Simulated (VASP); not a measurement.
# CdTe (F-43m) in VASP: notebook

Runs on CdTe. Level: PBEsol. Tasks: single point, relaxation of cell and atoms.

Program: VASP 6.6.1. These are calculated values, not measurements. Logs are shortened: lines on timing, memory, paths and dates and some standing lists are left out, and cuts for length are marked.

**Measured values to compare with.**

From a printed reference work, data compilation, for a bulk crystal of CdTe at 0 K: band gap 1.607 eV.

The runs below are set against these values where they give the same quantity.

## Step 1: The cell of the first run

Symmetry: F-43m, No. 216, cubic system. The conventional cell has a = 6.490 Å, b = 6.490 Å, c = 6.490 Å, α = 90.00°, β = 90.00°, γ = 90.00°. Te (site symmetry -43m) has 4 Cd at 2.81 Å within 3.7 Å. Cd (site symmetry -43m) has 4 Te at 2.81 Å within 3.7 Å.

## Step 2: Single point, PBEsol

Contents of INCAR:

```
SYSTEM = CdTe
  ALGO = Normal
  EDIFF = 1E-7
  ENCUT = 520
  GGA = PS
  ISIF = 2
  ISMEAR = 1
  LASPH = .True.
  LCHARG = .True.
  LELF = .True.
  LREAL = .False.
  LVHAR = .True.
  LWAVE = .False.
  NBANDS = 16
  NELM = 60
  PREC = Accurate
  SIGMA = 0.0163
```

Contents of KPOINTS:

```
k-points
0
Gamma
  7 7 7
  0 0 0
```

Contents of POSCAR:

```
CdTe
1.0
    0.0000000000      3.2447649174      3.2447649174
    3.2447649174      0.0000000000      3.2447649174
    3.2447649174      3.2447649174      0.0000000000
Te Cd
1 1
Direct
    0.2500000000      0.2500000000      0.2500000000
    0.0000000000      0.0000000000      0.0000000000
```

Potentials or basis: VASP PAW PBE potentials, release 64 (Te, Cd).

The run is started by

```bash
> cat potpaw_PBE.64/Te/POTCAR potpaw_PBE.64/Cd/POTCAR > POTCAR
> mpirun -np 1 vasp_std > vasp.out
```

OUTCAR:

```text
SYSTEM = CdTe
   EDIFF = 1E-7
   ENCUT = 520
   GGA = PS
   ISIF = 2
   ISMEAR = 1
   LASPH = .True.
   LREAL = .False.
   NELM = 60
   PREC = Accurate

 ion  position               nearest neighbor table
   1  0.250  0.250  0.250-   2 2.81   2 2.81   2 2.81   2 2.81
   2  0.000  0.000  0.000-   1 2.81   1 2.81   1 2.81   1 2.81

  LATTYP: Found a face centered cubic cell.
 ALAT       =     6.4895298348

  Lattice vectors:

 A1 = (   0.0000000000,   3.2447649174,   3.2447649174)
 A2 = (   3.2447649174,   0.0000000000,   3.2447649174)
 A3 = (   3.2447649174,   3.2447649174,   0.0000000000)

Analysis of symmetry for initial positions (statically):
=====================================================================
 Subroutine PRICEL returns:
 Original cell was already a primitive cell.

 Routine SETGRP: Setting up the symmetry group for a
 face centered cubic supercell.

 Subroutine GETGRP returns: Found 24 space group operations
 (whereof 24 operations were pure point group operations)
 out of a pool of 48 trial point group operations.

The static configuration has the point symmetry T_d .

Analysis of symmetry for dynamics (positions and initial velocities):
=====================================================================
 Subroutine PRICEL returns:
 Original cell was already a primitive cell.

 Routine SETGRP: Setting up the symmetry group for a
 face centered cubic supercell.

 Subroutine GETGRP returns: Found 24 space group operations
 (whereof 24 operations were pure point group operations)
 out of a pool of 48 trial point group operations.

The dynamic configuration has the point symmetry T_d .

 Subroutine INISYM returns: Found 24 space group operations
 (whereof 24 operations are pure point group operations),
 and found     1 'primitive' translations

----------------------------------------------------------------------------------------

                                     Primitive cell

  volume of cell :      68.3250

  direct lattice vectors                    reciprocal lattice vectors
     0.000000000  3.244764917  3.244764917    -0.154094368  0.154094368  0.154094368
     3.244764917  0.000000000  3.244764917     0.154094368 -0.154094368  0.154094368
     3.244764917  3.244764917  0.000000000     0.154094368  0.154094368 -0.154094368

  length of vectors
     4.588790553  4.588790553  4.588790553     0.266899275  0.266899275  0.266899275

  position of ions in fractional coordinates (direct lattice)
     0.250000000  0.250000000  0.250000000
     0.000000000  0.000000000  0.000000000

  ion indices of the primitive-cell ions
   primitive index   ion index
                 1           1
                 2           2

----------------------------------------------------------------------------------------

 KPOINTS: k-points

Automatic generation of k-mesh.
 Grid dimensions read from file:
 generate k-points for:    7    7    7

 Generating k-lattice:

  Cartesian coordinates                     Fractional coordinates (reciprocal lattice)
    -0.022013481  0.022013481  0.022013481     0.142857143  0.000000000  0.000000000
     0.022013481 -0.022013481  0.022013481     0.000000000  0.142857143  0.000000000
     0.022013481  0.022013481 -0.022013481     0.000000000  0.000000000  0.142857143

  Length of vectors
     0.038128468  0.038128468  0.038128468

  Shift w.r.t. Gamma in fractional coordinates (k-lattice)
     0.000000000  0.000000000  0.000000000

 Subroutine IBZKPT returns following result:
 ===========================================

 Found     20 irreducible k-points:

 Following reciprocal coordinates:
            Coordinates               Weight
  0.000000  0.000000  0.000000      1.000000
  0.142857  0.000000  0.000000      8.000000
  0.285714  0.000000  0.000000      8.000000
  0.428571  0.000000  0.000000      8.000000
  0.142857  0.142857  0.000000      6.000000
  0.285714  0.142857  0.000000     24.000000
[... 12 lines left out ...]
 -0.428571  0.428571  0.142857     24.000000
 -0.285714  0.428571  0.142857     24.000000
   k-points           NKPTS =     20   k-points in BZ     NKDIM =     20   number of bands    NBANDS=     16
   number of dos      NEDOS =    301   number of ions     NIONS =      2
   total plane-waves  NPLWV =  46656
   dimension x,y,z NGX =    36 NGY =   36 NGZ =   36
   dimension x,y,z NGXF=    72 NGYF=   72 NGZF=   72
   ions per type =               1   1
   NGX,Y,Z   is equivalent  to a cutoff of  13.04, 13.04, 13.04 a.u.
   NGXF,Y,Z  is equivalent  to a cutoff of  26.08, 26.08, 26.08 a.u.
 SYSTEM =  CdTe
   PREC   = accura    normal or accurate (medium, high low for compatibility)
   ISTART =      0    job   : 0-new  1-cont  2-samecut
   ICHARG =      2    charge: 1-file 2-atom 10-const
   ISPIN  =      1    spin polarized calculation?
   LNONCOLLINEAR =      F non collinear calculations
   LSORBIT =      F    spin-orbit coupling
   LASPH  =      T    aspherical Exc in radial PAW
   ENCUT  =  520.0 eV  38.22 Ry    6.18 a.u.   8.53  8.53  8.53*2*pi/ulx,y,z
   NELM   =     60;   NELMIN=  2; NELMDL= -5     # of ELM steps
   EDIFF  = 0.1E-06   stopping-criterion for ELM
   LREAL  =      F    real-space projection
   EDIFFG = 0.1E-05   stopping-criterion for IOM
   NSW    =      0    number of steps for IOM
   IBRION =     -1    ionic relax: 0-MD 1-quasi-New 2-CG
   NFREE  =      0    steps in history (QN), initial steepest desc. (CG)
   ISIF   =      2    stress and relaxation
   ISYM   =      2    0-nonsym 1-usesym 2-fastsym
   POTIM  = 0.5000    time-step for ionic-motion
   TEBEG  =    0.0;   TEEND  =   0.0 temperature during run
   PSTRESS=    0.0 pullay stress
   NELECT =      18.0000    total number of electrons
   NUPDOWN=      -1.0000    fix difference up-down
   EMIN   =  10.00;   EMAX   =-10.00  energy-range for DOS
   EFERMI =   0.00;   METHOD = LEGACY
   ISMEAR =     1;   SIGMA  =   0.02  broadening in eV -4-tet -1-fermi 0-gaus
   EFERMI_NEDOS =   21; number of points for ismear=-14 and -15
   IALGO  =     38    algorithm
   IMIX   =      4    mixing-type and parameters
     AMIX     =   0.40;   BMIX     =  1.00
     AMIX_MAG =   1.60;   BMIX_MAG =  1.00
  volume/ion in A,a.u.               =      34.16       230.54
  Fermi-wavevector in a.u.,A,eV,Ry     =   1.049476  1.983222 14.985449  1.101399
  Thomas-Fermi vector in A             =   2.184440
   LORBIT       =      0    0 simple, 1 ext, 2 COOP (PROOUT), +10 PAW based schemes
   GGA     = PS    functional components
   LHFCALC =     F    Hartree Fock is set to
   AEXX    =    0.0000 exact exchange contribution
   IVDW    =     0    specifies the selected vdW correction
   LEPSILON=     F    determine dielectric tensor
   LRPA    =     F    only Hartree local field effects (RPA)
 non-spin polarized calculation
 Methfessel and Paxton  Order N= 1 SIGMA  =   0.02
  energy-cutoff  :      520.00
  volume of cell :       68.33
 maximum number of plane-waves:      1865
 NGX is ok and might be reduce to    36
   NGX = 17   NGY = 17   NGZ = 17

 number of electron      17.9999997 magnetization

 Free energy of the ion-electron system (eV)
  ---------------------------------------------------
  ext. energy  EPLUGINS =         0.00000000
  ---------------------------------------------------
  free energy    TOTEN  =        -5.48788199 eV

  energy without entropy =       -5.48789026  energy(sigma->0) =       -5.48788475

 E-fermi :   2.1902     XC(G=0):  -8.7633

 val. band max:        2.1765047868   @ k =   0.0000   0.0000   0.0000
 cond. band min:       2.8263575525   @ k =   0.0000   0.0000   0.0000
 fundamental gap:      0.6498527657
 Fermi energy:         2.1902274454

 k-point     1 :       0.0000    0.0000    0.0000
  band No.  band energies     occupation
      1      -9.0130      2.00000
      2      -6.0669      2.00000
      3      -6.0669      2.00000
      4      -6.0669      2.00000
      5      -5.8049      2.00000
      6      -5.8049      2.00000
[... 8 lines left out ...]
     15      11.5138      0.00000
     16      11.5138      0.00000

 k-point     2 :       0.1429    0.0000    0.0000
  band No.  band energies     occupation
      1      -8.9372      2.00000
      2      -6.0527      2.00000
      3      -6.0527      2.00000
      4      -6.0081      2.00000
      5      -5.8060      2.00000
      6      -5.8060      2.00000
[... 8 lines left out ...]
     15      10.6837      0.00000
     16      10.6837      0.00000

 k-point     3 :       0.2857    0.0000    0.0000
  band No.  band energies     occupation
      1      -8.7659      2.00000
      2      -6.0241      2.00000
      3      -6.0241      2.00000
      4      -5.8076      2.00000
      5      -5.8043      2.00000
      6      -5.8043      2.00000
[... 8 lines left out ...]
     15      10.6957      0.00000
     16      10.6957      0.00000

 k-point     4 :       0.4286    0.0000    0.0000
  band No.  band energies     occupation
      1      -8.6299      2.00000
      2      -6.0057      2.00000
      3      -6.0057      2.00000
      4      -5.7974      2.00000
      5      -5.7974      2.00000
      6      -5.5214      2.00000
[... 8 lines left out ...]
     15      11.9127      0.00000
     16      11.9127      0.00000
[... 248 lines left out ...]
 k-point    18 :      -0.4286    0.2857    0.1429
  band No.  band energies     occupation
      1      -8.5499      2.00000
      2      -5.9731      2.00000
      3      -5.9609      2.00000
      4      -5.8304      2.00000
      5      -5.7978      2.00000
      6      -5.3910      2.00000
[... 8 lines left out ...]
     15      12.0599      0.00000
     16      12.9545      0.00000

 k-point    19 :      -0.4286    0.4286    0.1429
  band No.  band energies     occupation
      1      -8.5080      2.00000
      2      -5.9385      2.00000
      3      -5.9370      2.00000
      4      -5.8614      2.00000
      5      -5.7873      2.00000
      6      -5.3329      2.00000
[... 8 lines left out ...]
     15      12.8181      0.00000
     16      13.6405      0.00000

 k-point    20 :      -0.2857    0.4286    0.1429
  band No.  band energies     occupation
      1      -8.4982      2.00000
      2      -5.9524      2.00000
      3      -5.9376      2.00000
      4      -5.8369      2.00000
      5      -5.8015      2.00000
      6      -5.2673      2.00000
[... 8 lines left out ...]
     15      12.2615      0.00000
     16      14.0637      0.00000

------------------------ aborting loop because EDIFF is reached ----------------------------------------

  FORCE on cell =-STRESS in cart. coord.  units (eV):
  Direction    XX          YY          ZZ          XY          YZ          ZX
  --------------------------------------------------------------------------------------
  -------------------------------------------------------------------------------------
  Total        0.0677609      0.0677609      0.0677609      0.0000000     -0.0000000      0.0000000
  in kB        1.5889493      1.5889493      1.5889493      0.0000000     -0.0000000      0.0000000
  external PRESSURE =       1.5889493 kB  Pullay stress =       0.0000000 kB

 VOLUME and BASIS-vectors are now :
 -----------------------------------------------------------------------------
  energy-cutoff  :      520.00
  volume of cell :       68.33
      direct lattice vectors                 reciprocal lattice vectors
     0.000000000  3.244764917  3.244764917    -0.154094368  0.154094368  0.154094368
     3.244764917  0.000000000  3.244764917     0.154094368 -0.154094368  0.154094368
     3.244764917  3.244764917  0.000000000     0.154094368  0.154094368 -0.154094368

 POSITION                                       TOTAL-FORCE (eV/Angst)
 -----------------------------------------------------------------------------------
      1.62238      1.62238      1.62238        -0.000000     -0.000000     -0.000000
      0.00000      0.00000      0.00000         0.000000      0.000000      0.000000
 -----------------------------------------------------------------------------------
    total drift:                               -0.000000     -0.000000     -0.000000

  FREE ENERGIE OF THE ION-ELECTRON SYSTEM (eV)
  ---------------------------------------------------
  free  energy   TOTEN  =        -5.4878819940 eV

  energy  without entropy=       -5.4878902598  energy(sigma->0) =       -5.48788475
```

Wall time 48 s (1 thread of Intel Xeon 8259CL, shared host); peak memory 0.21 GiB.

What came out:

```yaml
Free_energy: -5.4879 eV
Pressure: 0.2 GPa
Band_gap_on_the_k_mesh: 0.65 eV, direct
```

Caveat: the PAW data sets were made with another functional, which shifts forces and pressure a little; spin-orbit coupling is left out, which moves the levels of the heavy elements.

## Step 3: Relaxation of cell and atoms, PBEsol

This run uses another cell than the first one, of 30.57 Å³/atom, 0.895 times its volume.

Contents of INCAR:

```
SYSTEM = CdTe
ALGO = Normal ; EDIFF = 1E-6
EDIFFG = -0.03 ; ENCUT = 600
GGA = PS ; IBRION = 2
ISIF = 3 ; ISMEAR = 1
LASPH = .True. ; LCHARG = .False.
LREAL = .False. ; LWAVE = .False.
NELM = 80 ; NSW = 80
PREC = Accurate ; SIGMA = 0.0163
```

KPOINTS is that of step 2.

Contents of POSCAR:

```
CdTe
1.0
    0.0000000000      3.1269500000      3.1269500000
    3.1269500000      0.0000000000      3.1269500000
    3.1269500000      3.1269500000      0.0000000000
Te Cd
1 1
Direct
    0.2500000000      0.2500000000      0.2500000000
    0.0000000000      0.0000000000      0.0000000000
```

Potentials or basis: VASP PAW PBE potentials, release 64 (Te, Cd).

The run is started by

```bash
> cat potpaw_PBE.64/Te/POTCAR potpaw_PBE.64/Cd/POTCAR > POTCAR
> mpirun -np 1 vasp_std > vasp.out
```

It took 83 s on 1 thread of Intel Xeon 8259CL, shared host; peak memory 0.23 GiB.

Results (log left out):

```
Free energy                            : -5.4862 eV
Relaxed volume                         : 34.26 Å³/atom
Relaxed cell                           : a = 4.593 Å, b = 4.593 Å, c = 4.593 Å, α = 60.00°, β = 60.00°, γ = 60.00°
Space group after relaxing (to 0.05 Å) : F-43m (No. 216)
Energy gained by relaxing              : 64.0 meV/atom
Ionic steps                            : 3
Pressure after relaxing                : 0.0 GPa
Band gap on the k mesh                 : 0.64 eV, direct
```

The path:
| step | energy change (eV) | largest force (eV/Å) | pressure (GPa) | volume (Å³) |
| --- | --- | --- | --- | --- |
| 1 | 0.0000 | 0.0000 | 6.19 | 61.15 |
| 2 | -0.1052 | 0.0000 | -1.88 | 72.22 |
| 3 | -0.1280 | 0.0000 | 0.02 | 68.52 |

Final structure:
```
Te Cd
1.0
     0.00000    3.24778    3.24778
     3.24778    0.00000    3.24778
     3.24778    3.24778    0.00000
Te Cd
1 1
Direct
  0.25000 0.25000 0.25000
  0.00000 0.00000 0.00000
```

Levels at points of the mesh, in eV from the valence-band top:
| k point | band 5 | band 6 | band 7 | band 8 | band 9 | band 10 | band 11 | band 12 | band 13 |
| --- | --- | --- | --- | --- | --- | --- | --- | --- | --- |
| (0.00, 0.00, 0.00) | -7.97 | -7.97 | 0.00 | 0.00 | 0.00 | 0.64 | 4.55 | 4.55 | 4.55 |

Caveat: the PAW data sets were made with another functional, which shifts forces and pressure a little; spin-orbit coupling is left out, which moves the levels of the heavy elements; the volume moved by +12 % from the deposited cell, more than functionals usually miss. Zero-point motion and thermal expansion aren't in these numbers.

## Step 4: Comparison with measurements

Step 2. A measured gap of CdTe is 1.607 eV (0 K; a printed reference work, data compilation); the calculated 0.65 eV misses it by -0.96 eV. Spin-orbit coupling on Cd, Te is left out. The value is that of PBEsol, without temperature or zero-point motion. Semilocal functionals fall short of measured gaps as a rule.
